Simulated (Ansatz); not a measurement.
**BN: what symmetry allows forces and stress to be**

```
CELL_PARAMETERS angstrom
-0.03626 1.90583 1.90583
1.86957 0.00000 1.86957
1.86957 1.86957 0.00000
ATOMIC_POSITIONS crystal
B 0.02866 0.99045 0.99045
N 0.72134 0.75955 0.75955
```

Computed with DFT PBE, scalar-relativistic, plane waves, PAW (Ansatz 0.2.0).

Plane waves to 420 eV, a k mesh through Γ of 12×12×12 on the computed 2-atom cell and Gaussian smearing (0.02 eV); no spin polarisation.

This distorted cell has space group R3m, with 6 operations.

Without a calculation: in which directions can each atom feel a force?

A force must be left unchanged by every operation that keeps its atom in place, so it lies in the space that those operations leave fixed. Atoms that the group maps onto each other feel forces of one size.
| atom | site symmetry | operations at the site | equivalent to atom | allowed force (Cartesian) |
| --- | --- | --- | --- | --- |
| B1 | 3m | 6 | 1 | along (-0.58, 0.58, 0.58) |
| N2 | 3m | 6 | 2 | along (-0.58, 0.58, 0.58) |

That leaves 2 independent force components of 6, tied by 1 condition that the forces sum to zero, so 1 remains. A relaxation in this cell that keeps the symmetry moves the atoms in these directions alone.

And the stress tensor?

It must be invariant under the point group, which leaves 2 independent components: xx = yy, xx = zz, yy = zz, xz = xy. Further linear relations between components hold in this frame.

Do the computed values obey this?

Yes. Forces (eV/Å):
```
B1   1.542 -1.542 -1.542
N2  -1.542  1.542  1.542
```

Stress (GPa, compression positive, xx yy zz yz xz xy): -34.05 -34.05 -34.05 -8.94 8.94 8.94. The program imposes the same operations on density, forces and stress, so this confirms the analysis and is no independent test of the calculation.